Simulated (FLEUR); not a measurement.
# Al (Fm-3m) in FLEUR: further runs

One crystal, Al, is run at these levels: PBE; tasks: single point.

All numbers are computed with FLEUR MaX-R8.1 (later development tree); they aren't measurements. Logs are shortened: lines on timing, memory, paths and dates and some standing lists are left out, and cuts for length are marked.

**1. The crystal as given**

The structure is cubic, space group Fm-3m (No. 225). The conventional cell has a = 4.050 Å, b = 4.050 Å, c = 4.050 Å, α = 90.00°, β = 90.00°, γ = 90.00°. Al (site symmetry m-3m) has 12 Al at 2.86 Å as nearest neighbours.

**2. Single point, PBE**

inp.xml

```xml
<?xml version="1.0" encoding="UTF-8" standalone="no"?>
<fleurInput fleurInputVersion="0.39">
   <comment>
      Al                                                                                                  
   </comment>
   <calculationSetup>
      <cutoffs Kmax="4.1" Gmax="12.7" GmaxXC="12.7" numbands="0"/>
      <scfLoop itmax="60" minDistance="0.00001" maxIterBroyd="15" imix="Anderson" alpha="0.05" precondParam="0.0" spinf="2.0" sdNocoIR="T"/>
      <coreElectrons ctail="T" frcor="F" kcrel="0" coretail_lmax="0"/>
      <xcFunctional name="pbe" relativisticCorrections="F"/>
      <magnetism jspins="1"/>
      <soc l_soc="F" theta="0.0" phi="0.0" spav="F"/>
      <expertModes spex="0" secvar="F"/>
      <geometryOptimization l_f="T" forcealpha="1.0" forcemix="BFGS" epsdisp="0.0005" epsforce="0.0002"/>
      <ldaU l_linMix="F" mixParam="0.05" spinf="1.0"/>
   </calculationSetup>
   <cell>
      <bzIntegration valenceElectrons="11.0" mode="hist" fermiSmearingEnergy="0.00183747">
         <kPointListSelection listName="default-1"/>
         <!-- k-points included here -->
         <xi:include xmlns:xi="http://www.w3.org/2001/XInclude" href="kpts.xml"> </xi:include>
      </bzIntegration>
      <!-- symmetry operations included here -->
      <xi:include xmlns:xi="http://www.w3.org/2001/XInclude" href="sym.xml"> </xi:include>
      <bulkLattice scale="1.0">
         <bravaisMatrix>
            <row-1>    0.0000000000000000     3.8263269057207032     3.8263269057207032</row-1>
            <row-2>    3.8263269057207032     0.0000000000000000     3.8263269057207032</row-2>
            <row-3>    3.8263269057207032     3.8263269057207032     0.0000000000000000</row-3>
         </bravaisMatrix>
      </bulkLattice>
   </cell>
   <atomSpecies>
      <species name="Aluminum (Al)" element="Al" atomicNumber="13">
         <mtSphere radius="2.45" gridPoints="829" logIncrement="0.014"/>
         <atomicCutoffs lmax="10" lnonsphr="8"/>
         <electronConfig flipSpins="F">
            <coreConfig>(1s1/2)</coreConfig>
            <valenceConfig>(2s1/2) (2p1/2) (2p3/2) (3s1/2) (3p1/2) (3p3/2)</valenceConfig>
            <stateOccupation state="(3p1/2)" spinUp="0.166667" spinDown="0.166667"/>
            <stateOccupation state="(3p3/2)" spinUp="0.333333" spinDown="0.333333"/>
         </electronConfig>
         <energyParameters s="3" p="3" d="3" f="4"/>
         <lo type="SCLO" l="0" n="2" eDeriv="0"/>
         <lo type="SCLO" l="1" n="2" eDeriv="0"/>
         <lo type="SCLO" l="2" n="3" eDeriv="2"/>
         <lo type="SCLO" l="3" n="4" eDeriv="2"/>
      </species>
   </atomSpecies>
   <atomGroups>
      <atomGroup species="Aluminum (Al)">
         <relPos label="                   1">.0000000000 .0000000000 .0000000000</relPos>
         <force calculate="T" relaxXYZ="TTT"/>
      </atomGroup>
   </atomGroups>
   <output dos="F" band="F" slice="F">
      <checks vchk="F" cdinf="F"/>
      <bandDOS minEnergy="-.5*Htr" maxEnergy="0.5*Htr" sigma="0.015" storeEVData="T"/>
      <vacuumDOS vacdos="F" integ="F" star="F" nstars="0" locx1="0.0" locy1="0.0" locx2="0.0" locy2="0.0" nstm="0" tworkf="0.0"/>
      <unfoldingBand unfoldBand="F" supercellX="1" supercellY="1" supercellZ="1"/>
      <plotting iplot="0" polar="F">
         <plot TwoD="T" vec1="  1.0  0.0  0.0" vec2="  0.0  1.0  0.0" vec3="  0.0  0.0  1.0" zero="  0.0  0.0  0.0" file="plot"/>
      </plotting>
      <chargeDensitySlicing numkpt="0" minEigenval="0.0" maxEigenval="0.0" nnne="0" pallst="F"/>
      <specialOutput eonly="F"/>
      <moessbauerParams electricFieldGradient="T" isomerShift="T" coreHyperfine="T" valenceHyperfine="T"/>
      <magneticCircularDichroism mcd="F" energyLo="-10.0" energyUp="0.0"/>
   </output>
  <!-- We include the file relax.xml here to enable relaxations (see documentation) -->
  <xi:include xmlns:xi="http://www.w3.org/2001/XInclude" href="relax.xml"> <xi:fallback/> </xi:include>
</fleurInput>
```

crystal.txt

```
Al
&input cartesian=F /
0.0000000000  2.0248050000  2.0248050000
2.0248050000  0.0000000000  2.0248050000
2.0248050000  2.0248050000  0.0000000000
1.8897261246
1.0 1.0 1.0

1
13 0.0000000000  0.0000000000  0.0000000000

&kpt div1=11 div2=11 div3=11 gamma=T /
```

Potentials or basis: all-electron, FLAPW.

Run with:

```bash
$ inpgen -f crystal.txt -profile fastHighL
$ # inp.xml edited to the form shown
$ fleur_MPI
```

Output:

```text
Welcome to FLEUR        (www.flapw.de)
      MaX-Release 8.1          (www.max-centre.eu)

 ========== k-point set info ==========
 Selected k-point list: default-1
 k-point list type: mesh
 11 x 11 x 11
 Number of k points: 56

 ------------Calculation Setup---------------------------
 Number of MPI-tasks      :            1
 Number of PE/node        :            1
 Number of OMP-threads    :            1
 Most efficient MPI parallelization for:
           1           2           4           7           8          14          28          56
 Additional eigenvalue parallelization possible
 Number of basis functions:          166
 Approximate size of matrices (H+S) per k-point:         0.000 GB
 --------------------------------------------------------
 Iteration:     1   Distance:       3.80781827 me/bohr^3
 Iteration:     2   Distance:       3.59843261 me/bohr^3
 Iteration:     3   Distance:       1.07361262 me/bohr^3
 Iteration:     4   Distance:       0.19372110 me/bohr^3
 Iteration:     5   Distance:       0.09233246 me/bohr^3
 Iteration:     6   Distance:       0.00662113 me/bohr^3
 Iteration:     7   Distance:       0.00761056 me/bohr^3
 Iteration:     8   Distance:       0.00016096 me/bohr^3
 Iteration:     9   Distance:       0.00006544 me/bohr^3
 Iteration:    10   Distance:       0.00000393 me/bohr^3

 ********************************************************************
 Run finished successfully
 Stop message:
   Structural relaxation: Done
 ********************************************************************
```

out.xml (last iteration):

```text
<iteration numberForCurrentRun="   11" overallNumber="   11">
         <energyParameters units="Htr">
            <atomicEP atomType="1" spin="1" branch="3s" branchLowest="-3.52" branchHighest="0.99" value="0.0694662304"/>
            <atomicEP atomType="1" spin="1" branch="3p" branchLowest="-2.10" branchHighest="1.40" value="0.2290448258"/>
            <atomicEP atomType="1" spin="1" branch="3d" branchLowest="-9.99" branchHighest="1.76" value="0.4094048190"/>
            <atomicEP atomType="1" spin="1" branch="4f" branchLowest="-9.99" branchHighest="3.38" value="0.5779607285"/>
            <loAtomicEP atomType="1" spin="1" branch="2s" branchLowest="-55.08" branchHighest="-3.52" value="-3.5226009628"/>
            <loAtomicEP atomType="1" spin="1" branch="2p" branchLowest="-9.99" branchHighest="-2.10" value="-2.1065265815"/>
            <loAtomicEP atomType="1" spin="1" branch="3d" branchLowest="-9.99" branchHighest="1.76" value="0.4094043833"/>
            <loAtomicEP atomType="1" spin="1" branch="4f" branchLowest="-9.99" branchHighest="3.38" value="0.5779628921"/>
         </energyParameters>
         <eigenvalues>
            <eigenvaluesAt spin="1" ikpt="1" k_x="0.00000000" k_y="0.00000000" k_z="0.00000000">
                      -3.5226973158       -2.1061395112       -2.1061395112       -2.1061395112       -0.1283593388
                       0.7413249701        0.7413249701        0.7413249701        0.7968176670
            </eigenvaluesAt>
            <eigenvaluesAt spin="1" ikpt="2" k_x="0.00000000" k_y="0.00000000" k_z="0.09090909">
                      -3.5226895599       -2.1062029586       -2.1061494576       -2.1061494576       -0.1201333586
                       0.6344615117        0.7179827780        0.7179827780        0.8212335985
            </eigenvaluesAt>
            <eigenvaluesAt spin="1" ikpt="3" k_x="0.00000000" k_y="0.00000000" k_z="0.18181818">
                      -3.5226688700       -2.1063732521       -2.1061760917       -2.1061760917       -0.0955390689
                       0.5005485474        0.6911624030        0.6911624030        0.8127543154
            </eigenvaluesAt>
            <eigenvaluesAt spin="1" ikpt="4" k_x="0.00000000" k_y="0.00000000" k_z="0.27272727">
                      -3.5226418880       -2.1065961192       -2.1062110959       -2.1062110959       -0.0548168229
                       0.3747342946        0.6761623856        0.6761623856        0.8050411398
            </eigenvaluesAt>
         </eigenvalues>
         <bandgap value="0.2404328504" units="eV"/>
         <sumValenceSingleParticleEnergies value="-19.3325045488" units="Htr"/>
         <FermiEnergy value="0.2796735407" units="Htr"/>
         <valenceDensity>
            <mtCharges spin="1">
               <mtCharge atomType="1" total="9.7001253" s="2.7753407" p="6.7621863" d="0.1522082" f="0.0096519"/>
            </mtCharges>
            <spinDependentCharge spin="1" total="11.0000000" interstitial="1.2998747" mtSpheres="9.7001253"/>
            <totalCharge value="11.0000000000"/>
         </valenceDensity>
         <coreStates atomType="     1" atomicNumber=" 13" spin="1" kinEnergy="    159.3066671593" eigValSum="   -110.1502952001" lostElectrons=" 0.000000">
            <state n="1" l="0" j="0.5" energy="-55.0751476001" weight="1.0000000000"/>
         </coreStates>
         <allElectronCharges>
            <spinDependentCharge spin="1" total="13.0000000" interstitial="1.2998747" mtSpheres="11.7001253"/>
            <totalCharge value="13.0000000001"/>
         </allElectronCharges>
         <moessbauerParams unitsHFF="kG" unitsIS="e/bohr^3" unitsEFG="Htr/bohr^2">
            <coreIsomerShift atomType="1" isTotal="1403.14000">
               <shell n="1" l="0" isomerShift="1403.14000"/>
            </coreIsomerShift>
            <isomerShift atomType="1" nucleusRadius="0.0000708" averageDensity="1502.28340"/>
            <electricFieldGradient atomType="1" VXX="0.00000" VYY="0.00000" VZZ="0.00000" asymParam="0.00000">
            </electricFieldGradient>
         </moessbauerParams>
         <totalEnergy                                    value="     -242.8223427753" units="Htr">
            <sumOfEigenvalues                            value="     -129.4827997490">
               <coreElectrons value="-110.1502952001"/>
               <valenceElectrons value="-19.3325045488"/>
            </sumOfEigenvalues>
            <densityCoulombPotentialIntegral value="-348.7128870310"/>
            <densityEffectivePotentialIntegral value="-372.7675561037"/>
            <chargeDenXCDenIntegral value="-18.6360380408"/>
            <FockExchangeEnergyValence value="0.0000000000"/>
            <FockExchangeEnergyCore value="0.0000000000"/>
            <atomTypeDependentContributions atomType="1">
               <electronNucleiInteractionDifferentMTs value="288.1493981422"/>
               <MadelungTerm value="-4.9652194316"/>
            </atomTypeDependentContributions>
            <tkbTimesEntropy value="0.0001473146"/>
            <freeEnergy value="-242.8224900899"/>
            <extrapolationTo0K value="-242.8224164326"/>
         </totalEnergy>
         <totalForcesOnRepresentativeAtoms units="Htr/bohr">
            <forceTotal atomType="1" x="0.000000" y="0.000000" z="0.000000" F_x="0.00000000" F_y="0.00000000" F_z="0.00000000"/>
         </totalForcesOnRepresentativeAtoms>
      </iteration>
```

It took 13 s on 1 thread of Arm Neoverse V1, shared host; peak memory 0.06 GiB.

Results:

* Free energy: -6607.5366 eV
* Band gap on the k mesh: none (metal or under the smearing width)
* Valence electrons inside the program's atomic spheres: Al 9.70 (radii Al 2.45 bohr)

Core levels (eV from the Fermi level):
```csv
atom,levels
1 Al,1s1/2 -1506.3
```

**3. Single point, PBE (cell strained at random at fixed volume)**

inp.xml, as its differences from that of step 2:

```diff
@@ -26,5 +26,5 @@
          <bravaisMatrix>
-            <row-1>    0.0000000000000000     3.8263269057207032     3.8263269057207032</row-1>
-            <row-2>    3.8263269057207032     0.0000000000000000     3.8263269057207032</row-2>
-            <row-3>    3.8263269057207032     3.8263269057207032     0.0000000000000000</row-3>
+            <row-1>    0.0905065430115924     3.7211390804470930     3.8301970648238837</row-1>
+            <row-2>    3.8611942424456971    -0.0157867720449084     3.9364903798803845</row-2>
+            <row-3>    3.8561411147885174     3.8223773781202883    -0.0107317546616034</row-3>
          </bravaisMatrix>
@@ -34,3 +34,3 @@
       <species name="Aluminum (Al)" element="Al" atomicNumber="13">
-         <mtSphere radius="2.45" gridPoints="829" logIncrement="0.014"/>
+         <mtSphere radius="2.45" gridPoints="813" logIncrement="0.014"/>
          <atomicCutoffs lmax="10" lnonsphr="8"/>
```

crystal.txt

```
Al
&input cartesian=F /
0.0478940000  1.9691420000  2.0268530000
2.0432560000  -0.0083540000  2.0831010000
2.0405820000  2.0227150000  -0.0056790000
1.8897261246
1.0 1.0 1.0

1
13 0.0059780000  -0.0131190000  0.0211680000

&kpt div1=11 div2=11 div3=11 gamma=T /
```

Potentials or basis: all-electron, FLAPW.

Run with:

```bash
$ inpgen -f crystal.txt -profile fastHighL
$ # inp.xml edited to the form shown
$ fleur_MPI
```

Output:

```text
Welcome to FLEUR        (www.flapw.de)
      MaX-Release 8.1          (www.max-centre.eu)

 ========== k-point set info ==========
 Selected k-point list: default-1
 k-point list type: mesh
 11 x 11 x 11
 Number of k points: 666

 ------------Calculation Setup---------------------------
 Number of MPI-tasks      :            1
 Number of PE/node        :            1
 Number of OMP-threads    :            1
 Most efficient MPI parallelization for:
           1           2           3           6           9          18          37          74         111         222         333         666
 Additional eigenvalue parallelization possible
 Number of basis functions:          168
 Approximate size of matrices (H+S) per k-point:         0.000 GB
 --------------------------------------------------------
 Iteration:     1   Distance:       3.82346971 me/bohr^3
 Iteration:     2   Distance:       3.61392295 me/bohr^3
 Iteration:     3   Distance:       1.07010039 me/bohr^3
 Iteration:     4   Distance:       0.19769118 me/bohr^3
 Iteration:     5   Distance:       0.09256845 me/bohr^3
 Iteration:     6   Distance:       0.00666023 me/bohr^3
 Iteration:     7   Distance:       0.00767596 me/bohr^3
 Iteration:     8   Distance:       0.00019193 me/bohr^3
 Iteration:     9   Distance:       0.00006984 me/bohr^3
 Iteration:    10   Distance:       0.00001596 me/bohr^3
 Iteration:    11   Distance:       0.00000073 me/bohr^3

 ********************************************************************
 Run finished successfully
 Stop message:
   Structural relaxation: Done
 ********************************************************************
```

out.xml (last iteration):

```text
<iteration numberForCurrentRun="   12" overallNumber="   12">
         <energyParameters units="Htr">
            <atomicEP atomType="1" spin="1" branch="3s" branchLowest="-3.52" branchHighest="0.99" value="0.0691753248"/>
            <atomicEP atomType="1" spin="1" branch="3p" branchLowest="-2.10" branchHighest="1.40" value="0.2287236692"/>
            <atomicEP atomType="1" spin="1" branch="3d" branchLowest="-9.99" branchHighest="1.76" value="0.4090632252"/>
            <atomicEP atomType="1" spin="1" branch="4f" branchLowest="-9.99" branchHighest="3.38" value="0.5776122528"/>
            <loAtomicEP atomType="1" spin="1" branch="2s" branchLowest="-55.07" branchHighest="-3.52" value="-3.5225277692"/>
            <loAtomicEP atomType="1" spin="1" branch="2p" branchLowest="-9.99" branchHighest="-2.10" value="-2.1064513799"/>
            <loAtomicEP atomType="1" spin="1" branch="3d" branchLowest="-9.99" branchHighest="1.76" value="0.4090627914"/>
            <loAtomicEP atomType="1" spin="1" branch="4f" branchLowest="-9.99" branchHighest="3.38" value="0.5776144175"/>
         </energyParameters>
         <eigenvalues>
            <eigenvaluesAt spin="1" ikpt="1" k_x="0.00000000" k_y="0.00000000" k_z="0.00000000">
                      -3.5226257664       -2.1062267344       -2.1061139963       -2.1058403935       -0.1284005550
                       0.7214148351        0.7312893514        0.7713086955        0.7780822254
            </eigenvaluesAt>
            <eigenvaluesAt spin="1" ikpt="2" k_x="0.00000000" k_y="0.00000000" k_z="0.09090909">
                      -3.5226185314       -2.1062553976       -2.1061530254       -2.1058516492       -0.1203283577
                       0.6214675683        0.7032584150        0.7415549241        0.8143387289
            </eigenvaluesAt>
            <eigenvaluesAt spin="1" ikpt="3" k_x="0.00000000" k_y="0.00000000" k_z="0.18181818">
                      -3.5225992227       -2.1063830657       -2.1062091220       -2.1058798246       -0.0961919088
                       0.4894393953        0.6775545711        0.7148559701        0.8215930574
            </eigenvaluesAt>
[... 15 lines left out ...]
         <coreStates atomType="     1" atomicNumber=" 13" spin="1" kinEnergy="    159.3066284735" eigValSum="   -110.1500063213" lostElectrons=" 0.000000">
            <state n="1" l="0" j="0.5" energy="-55.0750031606" weight="1.0000000000"/>
         </coreStates>
         <allElectronCharges>
            <spinDependentCharge spin="1" total="13.0000000" interstitial="1.2978125" mtSpheres="11.7021875"/>
            <totalCharge value="13.0000000001"/>
         </allElectronCharges>
         <moessbauerParams unitsHFF="kG" unitsIS="e/bohr^3" unitsEFG="Htr/bohr^2">
            <coreIsomerShift atomType="1" isTotal="1403.14074">
               <shell n="1" l="0" isomerShift="1403.14074"/>
            </coreIsomerShift>
            <isomerShift atomType="1" nucleusRadius="0.0000708" averageDensity="1502.27476"/>
            <electricFieldGradient atomType="1" VXX="0.00565" VYY="0.04233" VZZ="-0.04798" asymParam="0.76444">
            </electricFieldGradient>
         </moessbauerParams>
         <totalEnergy                                    value="     -242.8221917273" units="Htr">
            <sumOfEigenvalues                            value="     -129.4821885630">
               <coreElectrons value="-110.1500063213"/>
               <valenceElectrons value="-19.3321822417"/>
            </sumOfEigenvalues>
            <densityCoulombPotentialIntegral value="-348.7140122772"/>
            <densityEffectivePotentialIntegral value="-372.7690003212"/>
            <chargeDenXCDenIntegral value="-18.6362757319"/>
            <FockExchangeEnergyValence value="0.0000000000"/>
            <FockExchangeEnergyCore value="0.0000000000"/>
            <atomTypeDependentContributions atomType="1">
               <electronNucleiInteractionDifferentMTs value="288.1577458759"/>
               <MadelungTerm value="-4.9579757392"/>
            </atomTypeDependentContributions>
            <tkbTimesEntropy value="0.0001050778"/>
            <freeEnergy value="-242.8222968051"/>
            <extrapolationTo0K value="-242.8222442662"/>
         </totalEnergy>
         <totalForcesOnRepresentativeAtoms units="Htr/bohr">
            <forceTotal atomType="1" x="0.000000" y="0.000000" z="0.000000" F_x="0.00000000" F_y="0.00000000" F_z="0.00000000"/>
         </totalForcesOnRepresentativeAtoms>
      </iteration>
```

Wall time 4.4 min (1 thread of Arm Neoverse V1, shared host); peak memory 0.09 GiB.

Results:

* Free energy: -6607.5313 eV
* Band gap on the k mesh: none (metal or under the smearing width)
* Valence electrons inside the program's atomic spheres: Al 9.70 (radii Al 2.45 bohr)

Core levels (eV from the Fermi level):
```csv
atom,levels
1 Al,1s1/2 -1506.3
```
